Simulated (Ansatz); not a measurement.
# Au (Fm-3m) in Ansatz: a series of runs

The runs below take Au through single point, equation of state, with LDA.

Everything below comes from runs of Ansatz 0.2.0. Logs are shortened: lines on timing, memory, paths and dates and some standing lists are left out, and cuts for length are marked.

**What was measured.**

From “Exploring toroidal anvil profiles for larger sample volumes above 4 Mbar”, 2024, pmc:11102561, for a bulk crystal of Au: bulk modulus 167 GPa.

The results are compared with them further down.

### Step 1. The crystal as given

The structure is cubic, space group Fm-3m (No. 225). The conventional cell has a = 4.070 Å, b = 4.070 Å, c = 4.070 Å, α = 90.00°, β = 90.00°, γ = 90.00°. Au (site symmetry m-3m) has 12 Au at 2.88 Å as nearest neighbours.

### Step 2. Single point, LDA, 15.84 Å³/atom (volume scaled by 0.94)

Input file input.yaml:

```yaml
crystal:
  lattice:
    - [0.0, 1.9934577312, 1.9934577312]
    - [1.9934577312, 0.0, 1.9934577312]
    - [1.9934577312, 1.9934577312, 0.0]
  atoms:
    - { symbol: Au, position: [0.0, 0.0, 0.0] }
kpoints:
  mp_grid: { grid: [11, 11, 11] }
scf:
  occupations: { method: fermi_dirac, width: 0.05 }
hamiltonian:
  xc: lda
  pseudopotentials: { kind: all_electron, lapw: { basis_error: 0.001 } }
output:
  forces: true
  stress: true
  eigenvalues: true
```

Potentials or basis: all-electron LAPW, scalar-relativistic.

Run with:

```console
> ansatz run input.yaml --threads 1 --pin off --max-ram 3072MiB --backend cpu --events-out ev --progress --plain --runs-dir out
```

Standard output:

```text
Warning: RAYON_NUM_THREADS=1 ignored (pool sized by the plan → 1); use --threads N
LAPW: plane waves up to 8.283 Å⁻¹, error target 1.0e-3 eV per atom; small_component_spin mean_spin; Au in spheres of 1.410 Å, 43 of its electrons in bands, Dirac shells [] (how accurate: hamiltonian.pseudopotentials.lapw.basis_error, Limitations)
Engine: ansatz 0.2.0, aarch64-unknown-linux-gnu
Pseudopotentials: kind: all_electron
Pseudopotential: Au, LAPW, valence charge 43, lapw/all_electron/scalar/gaussian/Au, Koelling and Harmon's equation, gaussian nucleus
Functional definition: SPW92
  exchange = slater_x
  correlation = pw_c
Crystal: 1 atoms, lattice volume = 15.843 Å³
Basis set: ecut = 261.38541645080534 eV, 169 PW (Γ), exchange–correlation at level 2
Bands: 26, of which v1, the nominal top of the filled ones, is band 22 counted from 1 (21 counted from 0)
Symmetry: 48 space group operations
Space group: Fm-3m (ITA 225), of the structure as read, at distance tolerance 2.5e-5 Å
k-points: 56 of 1331
Non-local potential: Au, projectors of the file, none
Initial density: superposition of atomic densities (chi_scale 0.1, normalization cell)
Initial wavefunctions: plane waves of lowest kinetic energy (no species holds an atomic orbital)
Functional: x = slater, c = lda
iter 1 solved again at ethr=1.29e-4 eV; its pass at ethr=1.00e-1 eV (dr2=5.55e-2 eV) is discarded
SCF iter   1: F=—  HF=-516940.993559 eV  |F-HF|=—  |Δ(HF+E_count)|=         —  Δρ=2.57e-2  dr2=5.57e-2  ethr=1.29e-4  ⟨swp⟩=3.0  Hψ=9232  notcnv=0
preconditioner: auto → Kerker (q_TF=auto, 3.222 Å⁻¹)  [metal: Δε(μ)=0.032 eV  Ē_g=16.346 eV  σ=0.050 eV  W_gap=0.16  n_scr=14 (ndim 8)  ℏωp=30.9 eV  f_vac=0.033  D(μ)=0.40/eV (n_scr^D=0)]
iter 2 solved again at ethr=1.13e-5 eV; its pass at ethr=1.29e-4 eV (dr2=4.86e-3 eV) is discarded
SCF iter   2: F=—  HF=-516940.711211 eV  |F-HF|=—  |Δ(HF+E_count)|=   2.82e-1  Δρ=6.25e-3  dr2=4.86e-3  ethr=1.13e-5  ⟨swp⟩=2.0  Hψ=7499  notcnv=0
preconditioner: auto → none  [insulator: Δε(μ)=0.162 eV  Ē_g=16.838 eV  σ=0.050 eV  W_gap=0.66  n_scr=14 (ndim 8)  ℏωp=30.9 eV  f_vac=0.015  D(μ)=0.24/eV (n_scr^D=0)  ε∞_Penn≈4.4]
SCF iter   3: F=—  HF=-516940.688123 eV  |F-HF|=—  |Δ(HF+E_count)|=   2.31e-2  Δρ=4.81e-3  dr2=2.49e-3  ethr=1.13e-5  ⟨swp⟩=2.0  Hψ=4235  notcnv=0
SCF iter   4: F=—  HF=-516940.686403 eV  |F-HF|=—  |Δ(HF+E_count)|=   1.72e-3  Δρ=1.51e-3  dr2=2.58e-4  ethr=5.80e-6  ⟨swp⟩=2.0  Hψ=4228  notcnv=0
SCF iter   5: F=—  HF=-516940.686272 eV  |F-HF|=—  |Δ(HF+E_count)|=   1.31e-4  Δρ=1.94e-4  dr2=4.46e-6  ethr=6.00e-7  ⟨swp⟩=2.0  Hψ=4235  notcnv=0
SCF iter   6: F=-516940.686273 eV  HF=-516940.686273 eV  |F-HF|=1.22e-9  |Δ(HF+E_count)|=   4.15e-7  Δρ=7.17e-6  dr2=5.30e-9  ethr=1.04e-8  ⟨swp⟩=2.0  Hψ=4235  notcnv=0
SCF 1 converged in 6 iterations: F = -516940.686273 eV  dr2 = 5.30e-9
SCF converged after 6 iterations
Free energy (F): -516940.686273 eV
Harris-Foulkes:  -516940.686273 eV  (|F-HF|=1.22e-9)
Internal energy: -516940.683993 eV  (E = F + TS)
E sigma→0 (E₀):  -516940.685133 eV
Entropy (-TS):   -0.002279 eV (-2.279 meV/atom)
Fermi energy:    27.210859 eV
--- Per-component energies (eV) ---
  E_band       = -3764.858658
  E_kinetic    = 589035.346592
  E_xc         = -9629.339436
  E_electrostatic = -1096346.691149  (all electrons and nuclei)
  E_smearing   = -0.002279  (= −TS)
  E_closure    = 0.000000  (closes the sum)
  E_atoms      = -516936.223186  (free atoms, spherical and without spin; not in F)
  Σ components = -516940.686273   (vs F -516940.686273, Δ=0.00e0)
  Basis errors (estimates in eV, not in F): energy 1.9e-4 per atom: plane waves 1.7e-4 (1.2e-4 summed), levels above the bands 1.5e-159, relativity 8.4e-9, radial functions 1.8e-5, core shells 2.9e-8; eigenvalues (radial functions only) 7.2e-7; not estimated: angular momenta, meshes, grids; target (lapw.basis_error) 1.0e-3; muffin-tin radii Au 1.410 Å
--- Forces (eV/Å), atoms counted from 1 ---
  atom   1  Au    -0.00000000     0.00000000     0.00000000
  max |Σ_I F_I| component: 3.90e-32 eV/Å
--- Stress (GPa, compression-positive) ---
        9.994326       0.000000       0.000000
        0.000000       9.994326      -0.000000
        0.000000      -0.000000       9.994326
  P = ⅓ Tr σ = 9.9943 GPa (99.943 kbar)
--- Band table (eV; the first three rows and the last of 56) ---
  k-point 0: bands = ["-295.4219", "-295.4219", "-295.4219", "-295.4089", "-295.4089", "-78.5968", "-51.6650", "-51.6542", "-51.6542", "-51.6542", "-51.6480", "-51.6480", "-51.6480", "-29.7920", "-29.7920", "-29.7920", "16.5048", "22.1490", "22.1490", "22.1490", "23.8973", "23.8973", "41.5973", "45.9476", "45.9476", "45.9476"]
  k-point 1: bands = ["-295.4219", "-295.4219", "-295.4219", "-295.4089", "-295.4089", "-78.5954", "-51.6649", "-51.6543", "-51.6543", "-51.6542", "-51.6481", "-51.6480", "-51.6480", "-29.8157", "-29.7955", "-29.7955", "16.8117", "22.0438", "22.2563", "22.2563", "23.8491", "23.8491", "41.9826", "44.3656", "46.3497", "46.3497"]
  k-point 2: bands = ["-295.4219", "-295.4219", "-295.4219", "-295.4089", "-295.4089", "-78.5917", "-51.6648", "-51.6546", "-51.6546", "-51.6542", "-51.6481", "-51.6479", "-51.6479", "-29.8788", "-29.8050", "-29.8050", "17.6500", "21.8684", "22.4507", "22.4507", "23.8477", "23.8477", "41.3418", "42.8817", "47.3855", "47.3855"]
  k-point 55: bands = ["-295.4219", "-295.4219", "-295.4219", "-295.4089", "-295.4089", "-78.5739", "-51.6640", "-51.6556", "-51.6556", "-51.6551", "-51.6476", "-51.6476", "-51.6475", "-29.9974", "-29.9815", "-29.9000", "20.6783", "21.2765", "21.9235", "23.7421", "25.5245", "31.6991", "33.3948", "34.4627", "37.7994", "48.9503"]
```

Run time: 7.4 s. Hardware: 1 thread of Arm Neoverse V1, shared host; peak memory 0.27 GiB.

What came out:

| Item | Value |
| --- | --- |
| Free energy | -516940.6863 eV |
| Pressure | 10.0 GPa |
| Band gap on the k mesh | none (metal or under the smearing width) |

### Step 3. Single point, LDA, 16.18 Å³/atom (volume scaled by 0.96)

input.yaml, as its differences from that of step 2:

```diff
@@ -2,5 +2,5 @@
   lattice:
-    - [0.0, 1.9934577312, 1.9934577312]
-    - [1.9934577312, 0.0, 1.9934577312]
-    - [1.9934577312, 1.9934577312, 0.0]
+    - [0.0, 2.0074966285, 2.0074966285]
+    - [2.0074966285, 0.0, 2.0074966285]
+    - [2.0074966285, 2.0074966285, 0.0]
   atoms:
```

Potentials or basis: all-electron LAPW, scalar-relativistic.

Run with:

```console
> ansatz run input.yaml --threads 1 --pin off --max-ram 3072MiB --backend cpu --events-out ev --progress --plain --runs-dir out
```

It took 6.8 s on 1 thread of Arm Neoverse V1, shared host; peak memory 0.27 GiB.

The run converged. Its results:

| Quantity | Value |
| --- | --- |
| Free energy | -516940.7020 eV |
| Pressure | 5.0 GPa |
| Band gap on the k mesh | none (metal or under the smearing width) |

### Step 4. Single point, LDA, 16.52 Å³/atom (volume scaled by 0.98)

input.yaml, as its differences from that of step 3:

```diff
@@ -2,5 +2,5 @@
   lattice:
-    - [0.0, 2.0074966285, 2.0074966285]
-    - [2.0074966285, 0.0, 2.0074966285]
-    - [2.0074966285, 2.0074966285, 0.0]
+    - [0.0, 2.0213418704, 2.0213418704]
+    - [2.0213418704, 0.0, 2.0213418704]
+    - [2.0213418704, 2.0213418704, 0.0]
   atoms:
```

Run with:

```console
> ansatz run input.yaml --threads 1 --pin off --max-ram 3072MiB --backend cpu --events-out ev --progress --plain --runs-dir out
```

Run time: 6.8 s. Hardware: 1 thread of Arm Neoverse V1, shared host; peak memory 0.27 GiB.

The run converged. Its results:

| Item | Value |
| --- | --- |
| Free energy | -516940.7079 eV |
| Pressure | 0.7 GPa |
| Band gap on the k mesh | none (metal or under the smearing width) |

### Step 5. Single point, LDA, 16.85 Å³/atom

input.yaml, as its differences from that of step 4:

```diff
@@ -2,5 +2,5 @@
   lattice:
-    - [0.0, 2.0213418704, 2.0213418704]
-    - [2.0213418704, 0.0, 2.0213418704]
-    - [2.0213418704, 2.0213418704, 0.0]
+    - [0.0, 2.035, 2.035]
+    - [2.035, 0.0, 2.035]
+    - [2.035, 2.035, 0.0]
   atoms:
```

Run with:

```console
> ansatz run input.yaml --threads 1 --pin off --max-ram 3072MiB --backend cpu --events-out ev --progress --plain --runs-dir out
```

Wall time 6.8 s (1 thread of Arm Neoverse V1, shared host); peak memory 0.27 GiB.

It converged, with:

```yaml
Free_energy: -516940.7053 eV
Pressure: -3.1 GPa
Band_gap_on_the_k_mesh: none (metal or under the smearing width)
```

### Step 6. Single point, LDA, 17.19 Å³/atom (volume scaled by 1.02)

input.yaml, as its differences from that of step 5:

```diff
@@ -2,5 +2,5 @@
   lattice:
-    - [0.0, 2.035, 2.035]
-    - [2.035, 0.0, 2.035]
-    - [2.035, 2.035, 0.0]
+    - [0.0, 2.048477214, 2.048477214]
+    - [2.048477214, 0.0, 2.048477214]
+    - [2.048477214, 2.048477214, 0.0]
   atoms:
```

Potentials or basis: all-electron LAPW, scalar-relativistic.

Run with:

```console
> ansatz run input.yaml --threads 1 --pin off --max-ram 3072MiB --backend cpu --events-out ev --progress --plain --runs-dir out
```

Wall time 6.8 s (1 thread of Arm Neoverse V1, shared host); peak memory 0.26 GiB.

It converged, with:

```
Free energy            : -516940.6953 eV
Pressure               : -6.4 GPa
Band gap on the k mesh : none (metal or under the smearing width)
```

### Step 7. Single point, LDA, 17.53 Å³/atom (volume scaled by 1.04)

input.yaml, as its differences from that of step 6:

```diff
@@ -2,5 +2,5 @@
   lattice:
-    - [0.0, 2.048477214, 2.048477214]
-    - [2.048477214, 0.0, 2.048477214]
-    - [2.048477214, 2.048477214, 0.0]
+    - [0.0, 2.0617793868, 2.0617793868]
+    - [2.0617793868, 0.0, 2.0617793868]
+    - [2.0617793868, 2.0617793868, 0.0]
   atoms:
```

Run with:

```console
> ansatz run input.yaml --threads 1 --pin off --max-ram 3072MiB --backend cpu --events-out ev --progress --plain --runs-dir out
```

Run time: 6.8 s. Hardware: 1 thread of Arm Neoverse V1, shared host; peak memory 0.27 GiB.

Results (log left out):

* Free energy: -516940.6787 eV
* Pressure: -9.3 GPa
* Band gap on the k mesh: none (metal or under the smearing width)

### Step 8. Single point, LDA, 17.87 Å³/atom (volume scaled by 1.06)

input.yaml, as its differences from that of step 7:

```diff
@@ -2,5 +2,5 @@
   lattice:
-    - [0.0, 2.0617793868, 2.0617793868]
-    - [2.0617793868, 0.0, 2.0617793868]
-    - [2.0617793868, 2.0617793868, 0.0]
+    - [0.0, 2.0749120936, 2.0749120936]
+    - [2.0749120936, 0.0, 2.0749120936]
+    - [2.0749120936, 2.0749120936, 0.0]
   atoms:
```

Run with:

```console
> ansatz run input.yaml --threads 1 --pin off --max-ram 3072MiB --backend cpu --events-out ev --progress --plain --runs-dir out
```

Wall time 6.9 s (1 thread of Arm Neoverse V1, shared host); peak memory 0.27 GiB.

The run converged. Its results:

* Free energy: -516940.6565 eV
* Pressure: -11.8 GPa
* Band gap on the k mesh: none (metal or under the smearing width)

### Step 9. Equation of state, LDA

Potentials or basis: all-electron LAPW, scalar-relativistic.

This step only gathers the single runs of the series.

Results:

| Property | Result |
| --- | --- |
| Equilibrium volume | 16.58 Å³/atom |
| Bulk modulus | 194 GPa |
| Pressure derivative of the bulk modulus | 5.6 |

Energy against volume, from the lowest point:
```csv
volume (Å³/atom),energy (meV/atom)
15.843,21.64
16.181,5.94
16.518,0.00
16.855,2.59
17.192,12.65
17.529,29.20
17.866,51.41
```

### Step 10. How close it comes

Step 9. Against the measured bulk modulus of Au, 167 GPa (quoted in “Exploring toroidal anvil profiles for larger sample volumes above 4 Mbar”, 2024, pmc:11102561), the calculated 194 GPa is off by +16.5 %. The fit is for a static lattice scaled at fixed shape and fixed fractional positions.
